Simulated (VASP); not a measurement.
Input of a VASP 6.6.1 run:

File INCAR:

```
SYSTEM = Al
ALGO = Fast
DIPOL = 0.5 0.5 0.500
EDIFF = 1E-7
ENCUT = 520
GGA = PE
IDIPOL = 3
ISIF = 2
ISMEAR = 0
LASPH = .TRUE.
LCHARG = .TRUE.
LDIPOL = .TRUE.
LELF = .TRUE.
LREAL = .FALSE.
LVACPOTAV = .TRUE.
LVHAR = .TRUE.
LWAVE = .FALSE.
NBANDS = 20
NELM = 100
PREC = Accurate
SIGMA = 0.1
```

KPOINTS

```
k-points
0
G
  12 12 1
  0 0 0
```

POSCAR

```
Al
1.0
    2.8577415166      0.0000000000      0.0000000000
    0.0000000000      2.8577415166      0.0000000000
    0.0000000000      0.0000000000     27.1243704318
Al
7
Direct
    0.5000000000      0.5000000000      0.2754609641
    0.0000000000      0.0000000000      0.3515764070
    0.5000000000      0.5000000000      0.4255594497
    0.0000000000      0.0000000000      0.5000000001
    0.5000000000      0.5000000000      0.5744405503
    0.0000000000      0.0000000000      0.6484235930
    0.5000000000      0.5000000000      0.7245390358
```

Potentials or basis: VASP PAW PBE potentials, release 64 (Al).

The run is started by

```sh
$ cat potpaw_PBE.64/Al/POTCAR > POTCAR
$ mpirun -np 1 vasp_std > vasp.out
```

Task: Predict the band gap on the k mesh.

Result: None (metal or under the smearing width).

Task: Estimate the work function of the upper face.

Result: 4.23 eV.
